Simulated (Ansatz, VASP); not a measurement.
# ZnSe (Stilleite): VASP beside Ansatz

Aim: how closely do two programs agree when they are given the same cell, functional and k mesh? The cell is taken from a series of runs on this material, whose earlier steps may have relaxed, scaled, displaced or heated it; both programs get it as it stands.

Calculated with Ansatz 0.2.0; plane waves, with VASP 6.6.1 beside it; zone-centre phonons at LDA.

### Step 1. Set-up

It takes space group I-4m2 (No. 119, tetragonal). Conventional cell: a = 3.982 Å, b = 3.982 Å, c = 5.400 Å, α = 90.00°, β = 90.00°, γ = 90.00°. Nearest to Zn lie 4 Se at 2.41 Å. Nearest to Se lie 4 Zn at 2.41 Å. Farther neighbours and most contacts between anions are not listed.

As a file:

```xyz
2
Lattice="0.0000 2.8159 2.7002 2.8159 0.0000 2.7002 2.8159 2.8159 0.0000" Properties=species:S:1:pos:R:3 pbc="T T T"
Zn    0.0000    0.0000    0.0000
Se    4.2239    4.2239    4.0502
```

### Step 2. VASP: zone-centre phonons, LDA

Second derivatives magnify differences that forces hide, and they need a tight electronic threshold.

Lines of VASP's logs that name or quote its potential files are left out, and so is its time.

The input, INCAR:

```
SYSTEM = ZnSe
PREC = Accurate
ENCUT = 500
EDIFF = 1E-08
NELM = 120
ISMEAR = 0
SIGMA = 0.01
LREAL = .FALSE.
ALGO = Normal
GGA = CA
NBANDS = 15
LORBIT = 11
LWAVE = .FALSE.
LCHARG = .FALSE.
ISIF = 2
IBRION = 8
LEPSILON = .TRUE.
LASPH = .TRUE.
GGA_COMPAT = .FALSE.
EFERMI = MIDGAP
KPAR = 2
```

The input, POSCAR:

```
ZnSe
1.0
    0.0000000000      2.8159292990      2.7001651627
    2.8159292990      0.0000000000      2.7001651627
    2.8159292990      2.8159292990      0.0000000000
Zn Se
1 1
Direct
    0.0000000000      0.0000000000      0.0000000000
    0.7500000000      0.7500000000      0.7500000000
```

The input, KPOINTS:

```
Automatic mesh
0
Gamma
12 12 12
0 0 0
```

Potentials, in the order of the species: Zn and Se (LDA family, release 64).

Command:

```console
$ mpirun -np 2 vasp_std
```

Numbers of over 12 decimals in the logs are rounded to 6 here.

Log:

```text
[banner, memory and clock lines left out]
running    2 mpi-ranks, on    1 nodes
 distrk:  each k-point on    1 cores,    2 groups
 distr:  one band on    1 cores,    1 groups

 POSCAR found type information on POSCAR ZnSe
 POSCAR found :  2 types and       2 ions
 LDA part: xc-table for (Slater(with rela. corr.)+CA(PZ))
 , standard interpolation
 POSCAR, INCAR and KPOINTS ok, starting setup
 FFT: planning ... GRIDC
 FFT: planning ... GRID_SOFT
 FFT: planning ... GRID
 WAVECAR not read
 entering main loop
       N       E                     dE             d eps       ncg     rms          rms(c)
DAV:   1     0.856389979608E+02    0.85639E+02   -0.87158E+03  4890   0.136E+03
DAV:   2    -0.222536005969E+01   -0.87864E+02   -0.82765E+02  5492   0.258E+02
DAV:   3    -0.763312835502E+01   -0.54078E+01   -0.53854E+01  5989   0.639E+01
DAV:   4    -0.767916236595E+01   -0.46034E-01   -0.46027E-01  5912   0.629E+00
DAV:   5    -0.767939372436E+01   -0.23136E-03   -0.23136E-03  6157   0.410E-01    0.536E+00
DAV:   6    -0.739733433965E+01    0.28206E+00   -0.59722E-01  7049   0.275E+01    0.404E+00
DAV:   7    -0.737072454741E+01    0.26610E-01   -0.16787E-01  5744   0.417E+00    0.167E+00
DAV:   8    -0.736626193046E+01    0.44626E-02   -0.36391E-03  7396   0.859E-01    0.432E-01
DAV:   9    -0.736569368821E+01    0.56824E-03   -0.97151E-04  5709   0.268E-01    0.592E-02
DAV:  10    -0.736571159761E+01   -0.17909E-04   -0.12651E-04  6231   0.126E-01    0.191E-02
DAV:  11    -0.736570367110E+01    0.79265E-05   -0.16953E-05  7369   0.687E-02    0.472E-03
DAV:  12    -0.736570369872E+01   -0.27625E-07   -0.27827E-06  5961   0.128E-02    0.123E-03
DAV:  13    -0.736570372313E+01   -0.24405E-07   -0.10605E-07  5968   0.268E-03    0.479E-04
DAV:  14    -0.736570372419E+01   -0.10641E-08   -0.94707E-10  3537   0.477E-04
   1 F= -.73657037E+01 E0= -.73657037E+01  d E =0.000000E+00
 Linear response reoptimize wavefunctions to high precision
DAV:   1    -0.736570372321E+01    0.98134E-09   -0.14611E-09  4615   0.758E-04
DAV:   2    -0.736570372324E+01   -0.27057E-10   -0.41613E-10  2872   0.149E-04
 Linear response G [H, r] |phi>, progress :
  Direction:   1
       N       E                     dE             d eps       ncg     rms
RMM:   1    -0.501548345435E+02   -0.50155E+02    0.19960E+02  8071   0.713E+01
RMM:   2    -0.531418295698E+02   -0.29870E+01   -0.10010E+01  8315   0.240E+01
RMM:   3    -0.532885334190E+02   -0.14670E+00   -0.39770E-01  8753   0.506E+00
RMM:   4    -0.533010028347E+02   -0.12469E-01   -0.14823E-02  9153   0.994E-01
RMM:   5    -0.533020229283E+02   -0.10201E-02   -0.31483E-04  9332   0.253E-01
RMM:   6    -0.533022079655E+02   -0.18504E-03    0.30068E-04  9437   0.690E-02
RMM:   7    -0.533022601488E+02   -0.52183E-04    0.11036E-07  9461   0.217E-02
RMM:   8    -0.533022633554E+02   -0.32066E-05    0.15385E-06  8364   0.739E-03
RMM:   9    -0.533022653402E+02   -0.19848E-05    0.82643E-05  7393   0.272E-03
RMM:  10    -0.533022647004E+02    0.63979E-06    0.11397E-04  6850   0.117E-03
RMM:  11    -0.533022649814E+02   -0.28100E-06    0.95700E-05  5990   0.606E-04
RMM:  12    -0.533022648569E+02    0.12443E-06    0.94915E-05  5351   0.413E-04
RMM:  13    -0.533022648614E+02   -0.44984E-08    0.87076E-05  4829   0.345E-04
RMM:  14    -0.533022647233E+02    0.13812E-06    0.92021E-05  4410   0.323E-04
RMM:  15    -0.533022647321E+02   -0.87502E-08    0.93839E-05  4061   0.313E-04
RMM:  16    -0.533022647323E+02   -0.20881E-09    0.87930E-05  3738   0.310E-04
RMM:  17    -0.533022648205E+02   -0.88199E-07    0.89012E-05  3487   0.310E-04
 Linear response G [H, r] |phi>, progress :
  Direction:   2
       N       E                     dE             d eps       ncg     rms
RMM:   1    -0.469670029843E+02   -0.46967E+02    0.21710E+02  7992   0.719E+01
RMM:   2    -0.504693145580E+02   -0.35023E+01   -0.86920E+00  8253   0.229E+01
RMM:   3    -0.506130435050E+02   -0.14373E+00   -0.28581E-01  8699   0.457E+00
RMM:   4    -0.506248274079E+02   -0.11784E-01   -0.10275E-02  9221   0.915E-01
RMM:   5    -0.506258891315E+02   -0.10617E-02    0.43017E-04  9283   0.227E-01
RMM:   6    -0.506260823718E+02   -0.19324E-03    0.33134E-04  9443   0.612E-02
RMM:   7    -0.506261326209E+02   -0.50249E-04    0.13826E-05  9420   0.192E-02
RMM:   8    -0.506261368802E+02   -0.42593E-05    0.66060E-06  8332   0.644E-03
RMM:   9    -0.506261374002E+02   -0.52003E-06    0.93020E-05  7338   0.241E-03
RMM:  10    -0.506261366417E+02    0.75853E-06    0.95594E-05  6750   0.105E-03
RMM:  11    -0.506261368724E+02   -0.23075E-06    0.10041E-04  5960   0.570E-04
RMM:  12    -0.506261367710E+02    0.10146E-06    0.92733E-05  5415   0.407E-04
RMM:  13    -0.506261367894E+02   -0.18429E-07    0.10983E-04  4891   0.347E-04
RMM:  14    -0.506261367548E+02    0.34581E-07    0.89915E-05  4459   0.331E-04
RMM:  15    -0.506261367376E+02    0.17226E-07    0.10868E-04  4087   0.321E-04
[...]
RMM:   7    -0.820306280476E+00    0.12518E-06   -0.40998E-07  5650   0.935E-04
RMM:   8    -0.820306299590E+00   -0.19115E-07   -0.35433E-07  5620   0.365E-04
RMM:   9    -0.820306274618E+00    0.24973E-07   -0.43572E-08  4985   0.169E-04
RMM:  10    -0.820306278378E+00   -0.37602E-08   -0.66115E-08  4060   0.839E-05
 change of polarisation eV/A/(eV/A) component  3 :     0.620    -0.394     1.641
[...]
Direction:   3
       N       E                     dE             d eps       ncg     rms          rms(c)
RMM:   1    -0.753699145294E+00   -0.75370E+00   -0.30452E+00 11527   0.362E+00
RMM:   2    -0.819852251427E+00   -0.66153E-01   -0.13529E-02 14741   0.693E-01    0.137E+00
RMM:   3    -0.783231642857E+00    0.36621E-01   -0.22062E-02 13986   0.823E-01    0.739E-01
RMM:   4    -0.796867558187E+00   -0.13636E-01   -0.26004E-02 14773   0.865E-01    0.138E-01
RMM:   5    -0.804247274211E+00   -0.73797E-02   -0.11075E-03 14675   0.181E-01    0.280E-02
RMM:   6    -0.805033241062E+00   -0.78597E-03   -0.62025E-05 14127   0.465E-02    0.161E-02
RMM:   7    -0.805260741793E+00   -0.22750E-03   -0.57949E-06 14961   0.132E-02    0.117E-03
RMM:   8    -0.805278854320E+00   -0.18113E-04   -0.67260E-07 14806   0.248E-03    0.755E-04
RMM:   9    -0.805276922131E+00    0.19322E-05   -0.65536E-07 15413   0.850E-04    0.769E-05
RMM:  10    -0.805278757284E+00   -0.18352E-05    0.57577E-09 12455   0.228E-04    0.444E-05
RMM:  11    -0.805279210034E+00   -0.45275E-06   -0.24012E-07 10947   0.107E-04    0.682E-06
 change of polarisation eV/A/(eV/A) component  3 :     0.514     0.066     1.524
 dielectric tensor                  component  3 :     2.174     0.277     7.439
 Linear response DOF=           4
 Linear response progress:
  Degree of freedom:   1/  4
       N       E                     dE             d eps       ncg     rms          rms(c)
RMM:   1    -0.212998913671E+00   -0.21300E+00   -0.83668E-03 19987   0.207E+00
RMM:   2    -0.211096411702E+00    0.19025E-02   -0.26207E-03 22812   0.397E-01    0.916E-02
RMM:   3    -0.210865134125E+00    0.23128E-03   -0.38048E-05 25922   0.493E-02    0.550E-02
RMM:   4    -0.210585272285E+00    0.27986E-03   -0.16612E-05 26807   0.283E-02    0.272E-03
RMM:   5    -0.210602580962E+00   -0.17309E-04   -0.57038E-07 27583   0.522E-03    0.802E-04
RMM:   6    -0.210601774480E+00    0.80648E-06   -0.42808E-08 28013   0.102E-03    0.323E-04
RMM:   7    -0.210601541096E+00    0.23338E-06   -0.11445E-08 27807   0.302E-04    0.357E-05
RMM:   8    -0.210601199263E+00    0.34183E-06   -0.12727E-09 27658   0.100E-04    0.107E-05
RMM:   9    -0.210601199185E+00    0.78069E-10   -0.33143E-10 28609   0.347E-05    0.375E-06
 first order change of Fermi-energy  -0.13718E-04
 force on displaced ion       1 direction 1 :  -6.525   0.000   0.000
 Born effective charge ion    1 direction 1 :   2.003   0.000   0.000
 Linear response progress:
  Degree of freedom:   2/  4
       N       E                     dE             d eps       ncg     rms          rms(c)
RMM:   1    -0.212649467297E+00   -0.21265E+00   -0.60318E-03 11752   0.208E+00
RMM:   2    -0.210886162369E+00    0.17633E-02   -0.24255E-03 13307   0.384E-01    0.889E-02
RMM:   3    -0.210650970478E+00    0.23519E-03   -0.38322E-05 15159   0.486E-02    0.534E-02
RMM:   4    -0.210367503849E+00    0.28347E-03   -0.17992E-05 15457   0.297E-02    0.292E-03
RMM:   5    -0.210385414413E+00   -0.17911E-04   -0.66135E-07 16078   0.571E-03    0.822E-04
RMM:   6    -0.210383648665E+00    0.17657E-05   -0.35773E-08 16432   0.106E-03    0.331E-04
RMM:   7    -0.210383289576E+00    0.35909E-06   -0.67177E-09 16252   0.315E-04    0.375E-05
RMM:   8    -0.210383010675E+00    0.27890E-06   -0.70825E-10 16167   0.989E-05    0.118E-05
RMM:   9    -0.210383031372E+00   -0.20697E-07   -0.35065E-10 16673   0.357E-05    0.393E-06
RMM:  10    -0.210383024314E+00    0.70579E-08   -0.17267E-10 15058   0.133E-05    0.188E-06
 first order change of Fermi-energy  -0.68026E-04
 force on displaced ion       1 direction 3 :  -0.000  -0.000  -6.310
 Born effective charge ion    1 direction 3 :   0.000   0.000   1.873
 Linear response progress:
  Degree of freedom:   3/  4
       N       E                     dE             d eps       ncg     rms          rms(c)
RMM:   1    -0.825496839604E-01   -0.82550E-01    0.10642E-01 34725   0.178E+00
RMM:   2    -0.819112466665E-01    0.63844E-03   -0.32600E-03 22506   0.515E-01    0.124E-01
RMM:   3    -0.820895551433E-01   -0.17831E-03   -0.18831E-04 25234   0.107E-01    0.678E-02
RMM:   4    -0.823891441435E-01   -0.29959E-03   -0.44657E-05 25478   0.468E-02    0.844E-03
RMM:   5    -0.823947519978E-01   -0.56079E-05   -0.14983E-06 25699   0.940E-03    0.401E-03
RMM:   6    -0.823857595297E-01    0.89925E-05   -0.11687E-07 25596   0.248E-03    0.182E-03
RMM:   7    -0.823812257027E-01    0.45338E-05   -0.51810E-08 25834   0.954E-04    0.354E-04
RMM:   8    -0.823832929543E-01   -0.20673E-05   -0.54965E-09 26628   0.313E-04    0.508E-05
RMM:   9    -0.823834646859E-01   -0.17173E-06   -0.56246E-10 26585   0.998E-05    0.136E-05
RMM:  10    -0.823833728048E-01    0.91881E-07    0.58517E-10 26728   0.241E-05    0.416E-06
RMM:  11    -0.823833836559E-01   -0.10851E-07   -0.60766E-11 23285   0.921E-06    0.220E-06
RMM:  12    -0.823833880699E-01   -0.44140E-08    0.96781E-12 15042   0.427E-06    0.241E-07
 first order change of Fermi-energy   0.11768E-03
 force on displaced ion       2 direction 1 :  -6.579  -0.000  -0.000
 Born effective charge ion    2 direction 1 :  -2.007   0.000   0.000
 Linear response progress:
  Degree of freedom:   4/  4
       N       E                     dE             d eps       ncg     rms          rms(c)
RMM:   1    -0.823458251142E-01   -0.82346E-01    0.10237E-01 20051   0.176E+00
RMM:   2    -0.817194508978E-01    0.62637E-03   -0.32490E-03 13366   0.505E-01    0.119E-01
RMM:   3    -0.818826876983E-01   -0.16324E-03   -0.17539E-04 14699   0.103E-01    0.659E-02
RMM:   4    -0.821679121309E-01   -0.28522E-03   -0.37663E-05 14894   0.434E-02    0.797E-03
RMM:   5    -0.821766355753E-01   -0.87234E-05   -0.11918E-06 15047   0.807E-03    0.388E-03
RMM:   6    -0.821675116204E-01    0.91240E-05   -0.84145E-08 14877   0.207E-03    0.146E-03
RMM:   7    -0.821638725840E-01    0.36390E-05   -0.14217E-08 15082   0.767E-04    0.261E-04
RMM:   8    -0.821656620967E-01   -0.17895E-05   -0.11647E-09 15562   0.246E-04    0.333E-05
RMM:   9    -0.821657751134E-01   -0.11302E-06    0.40124E-09 15385   0.774E-05    0.975E-06
RMM:  10    -0.821656846350E-01    0.90478E-07    0.39241E-09 15431   0.203E-05    0.289E-06
RMM:  11    -0.821656916314E-01   -0.69963E-08    0.51689E-09 13634   0.762E-06    0.169E-06
 first order change of Fermi-energy   0.73624E-03
 force on displaced ion       2 direction 3 :   0.000   0.000  -6.353
 Born effective charge ion    2 direction 3 :   0.000   0.000  -1.879
 Born effective charges drift removed
 Linear response finished
```

Parts of OUTCAR (step 2):

```text
ion  position               nearest neighbor table
   1  0.000  0.000  0.000-   2 2.41   2 2.41   2 2.41   2 2.41
   2  0.750  0.750  0.750-   1 2.41   1 2.41   1 2.41   1 2.41

  LATTYP: Found a body centered tetragonal cell.
 ALAT       =     3.9823254053
 C/A-ratio  =     1.3560745986

 Subroutine GETGRP returns: Found  8 space group operations
 (whereof  8 operations were pure point group operations)

The static configuration has the point symmetry D_2d.

 Found    163 irreducible k-points:

   k-points           NKPTS =    163   k-points in BZ     NKDIM =    163   number of bands    NBANDS=     15

   dimension x,y,z NGX =    28 NGY =   28 NGZ =   30
   dimension x,y,z NGXF=    56 NGYF=   56 NGZF=   60

   ENCUT  =  500.0 eV  36.75 Ry    6.06 a.u.   7.11  7.11  7.26*2*pi/ulx,y,z

   NELECT =      18.0000    total number of electrons

 k-points in reciprocal lattice and weights: Automatic mesh
   0.00000000  0.00000000  0.00000000       0.001
   0.08333333  0.00000000  0.00000000       0.005
   0.16666667  0.00000000  0.00000000       0.005
   0.25000000 -0.00000000  0.00000000       0.005
   0.33333333 -0.00000000  0.00000000       0.005
   0.41666667 -0.00000000  0.00000000       0.005
   0.50000000 -0.00000000  0.00000000       0.002
   0.08333333  0.08333333  0.00000000       0.001
   0.16666667  0.08333333  0.00000000       0.005
[...]
-0.33333333  0.16666667  0.50000000       0.002
  -0.25000000  0.25000000  0.50000000       0.001

 average (electrostatic) potential at core
       1 -37.8103       2 -61.7512

  Total        0.1057218      0.1057218      0.4964495      0.0000000      0.0000000     -0.0000000
  in kB        3.9555889      3.9555889     18.5747015      0.0000000      0.0000000     -0.0000000
  external PRESSURE =       8.8286264 kB  Pullay stress =       0.0000000 kB

  energy-cutoff  :      500.00
  volume of cell :       42.82
      direct lattice vectors                 reciprocal lattice vectors
     0.000000000  2.815929299  2.700165163    -0.177561276  0.177561276  0.185173858
     2.815929299  0.000000000  2.700165163     0.177561276 -0.177561276  0.185173858
     2.815929299  2.815929299  0.000000000     0.177561276  0.177561276 -0.185173858

 POSITION                                       TOTAL-FORCE (eV/Angst)
 -----------------------------------------------------------------------------------
      0.00000      0.00000      0.00000        -0.000000     -0.000000      0.000000
      4.22389      4.22389      4.05025         0.000000      0.000000     -0.000000
 -----------------------------------------------------------------------------------
    total drift:                                0.000005      0.000005      0.000009

 MACROSCOPIC STATIC DIELECTRIC TENSOR (including local field effects in DFT)
 ------------------------------------------------------
           7.562700     0.000000     0.000000
          -0.000000     7.562700    -0.000000
           0.000000     0.000000     7.438661
 ------------------------------------------------------

 PIEZOELECTRIC TENSOR (including local field effects)  for field in x, y, z        (C/m^2)
          XX          YY          ZZ          XY          YZ          ZX
  --------------------------------------------------------------------------------
  x     0.00000     0.00000     0.00000     0.00000     0.66240     0.00000
  y     0.00000     0.00000     0.00000     0.00000     0.00000     0.66240
  z     0.00000     0.00000     0.00000     0.71846     0.00000     0.00000

 BORN EFFECTIVE CHARGES (including local field effects) (in |e|, cummulative output)
 ---------------------------------------------------------------------------------
 ion    1
    1     2.00565     0.00000     0.00000
    2     0.00000     2.00565     0.00000
    3     0.00000     0.00000     1.87573
 ion    2
    1    -2.00565     0.00000     0.00000
    2     0.00000    -2.00565     0.00000
    3     0.00000     0.00000    -1.87573

 Eigenvectors and eigenvalues of the dynamical matrix
 ----------------------------------------------------

   1 f  =    6.689509 THz    42.031422 2PiTHz  223.137987 cm-1    27.665572 meV
             X         Y         Z           dx          dy          dz
      0.000000  0.000000  0.000000     0.000000    0.738207    0.000000
      4.223894  4.223894  4.050248     0.000000   -0.674574    0.000000

   2 f  =    6.689509 THz    42.031422 2PiTHz  223.137987 cm-1    27.665572 meV
             X         Y         Z           dx          dy          dz
      0.000000  0.000000  0.000000     0.738207    0.000000    0.000000
      4.223894  4.223894  4.050248    -0.674574    0.000000    0.000000

   3 f  =    6.576432 THz    41.320943 2PiTHz  219.366171 cm-1    27.197927 meV
             X         Y         Z           dx          dy          dz
      0.000000  0.000000  0.000000     0.000000    0.000000    0.738462
      4.223894  4.223894  4.050248     0.000000    0.000000   -0.674295

   4 f/i=    0.011083 THz     0.069635 2PiTHz    0.369683 cm-1     0.045835 meV
             X         Y         Z           dx          dy          dz
      0.000000  0.000000  0.000000     0.000000    0.000000   -0.674295
      4.223894  4.223894  4.050248     0.000000    0.000000   -0.738462

   5 f/i=    0.013798 THz     0.086695 2PiTHz    0.460249 cm-1     0.057064 meV
             X         Y         Z           dx          dy          dz
      0.000000  0.000000  0.000000     0.000000   -0.674574    0.000000
      4.223894  4.223894  4.050248     0.000000   -0.738207    0.000000

   6 f/i=    0.013798 THz     0.086695 2PiTHz    0.460249 cm-1     0.057064 meV
             X         Y         Z           dx          dy          dz
      0.000000  0.000000  0.000000    -0.674574    0.000000    0.000000
      4.223894  4.223894  4.050248    -0.738207    0.000000    0.000000

 MACROSCOPIC STATIC DIELECTRIC TENSOR IONIC CONTRIBUTION
 ------------------------------------------------------
           2.594492    -0.000000     0.000000
          -0.000000     2.594492     0.000000
           0.000000     0.000000     2.348131
 ------------------------------------------------------

 ELASTIC MODULI CONTR FROM IONIC RELAXATION (kBar)
 Direction    XX          YY          ZZ          XY          YZ          ZX
 --------------------------------------------------------------------------------
 XX           0.0000      0.0000      0.0000      0.0000      0.0000      0.0000
 YY           0.0000      0.0000      0.0000      0.0000      0.0000      0.0000
 ZZ           0.0000      0.0000      0.0000      0.0000      0.0000      0.0000
 XY           0.0000      0.0000      0.0000   -245.0362      0.0000      0.0000
 YZ           0.0000      0.0000      0.0000      0.0000   -254.7996      0.0000
 ZX           0.0000      0.0000      0.0000      0.0000      0.0000   -238.4141
 --------------------------------------------------------------------------------

 PIEZOELECTRIC TENSOR IONIC CONTR  for field in x, y, z        (C/m^2)
          XX          YY          ZZ          XY          YZ          ZX
  --------------------------------------------------------------------------------
  x     0.00000     0.00000     0.00000     0.00000    -0.76506     0.00000
  y     0.00000     0.00000     0.00000     0.00000     0.00000    -0.74006
  z     0.00000     0.00000     0.00000    -0.71375     0.00000     0.00000
```

The dielectric response converges more slowly with the mesh than energies do, so tensor and charges may still move on a finer one.

(Continued in part 2 of 2.)

[Lines on the potential files, build, host, timing and source positions are cut from VASP's logs without a mark.]

[Logs are printed without paths, hosts, clocks, repeated set-up lines and the standing remarks that a program may print on its own settings, such as how far it seeks lower states.]

[Hosts, paths, dates, database ids (printed as entryN), source tags and the programs' standing remarks are cut or masked in the printed files.]
